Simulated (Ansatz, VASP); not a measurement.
## SnTe in VASP and in Ansatz

```
Sn Te
1.0
     0.00000    3.12425    3.12425
     3.12425    0.00000    3.12425
     3.12425    3.12425    0.00000
Sn Te
1 1
Direct
  0.00000 0.00000 0.00000
  0.50000 0.50000 0.50000
```

Alike in both runs: task single point; functional r2SCAN; k mesh 6 × 6 × 6; occupations fermi-dirac, width 0.02 eV; no spin polarisation.

|  | VASP | Ansatz |
| --- | --- | --- |
| version | VASP 6.6.1 | Ansatz 0.2.0 |
| potentials or method | VASP PAW PBE potentials, release 64 (Sn_d, Te) | plane waves, PAW |
| plane-wave cutoff (eV) | 520 | 500 |
| valence electrons in the cell | 20 | 30 |

```tsv
	VASP	Ansatz	Ansatz less VASP
pressure (GPa)	3.0	3.0	0.00
```

The two sets of potentials don't hold the same shells in valence.

Caveats: the PAW data sets were made with another functional, which shifts forces and pressure a little (VASP).
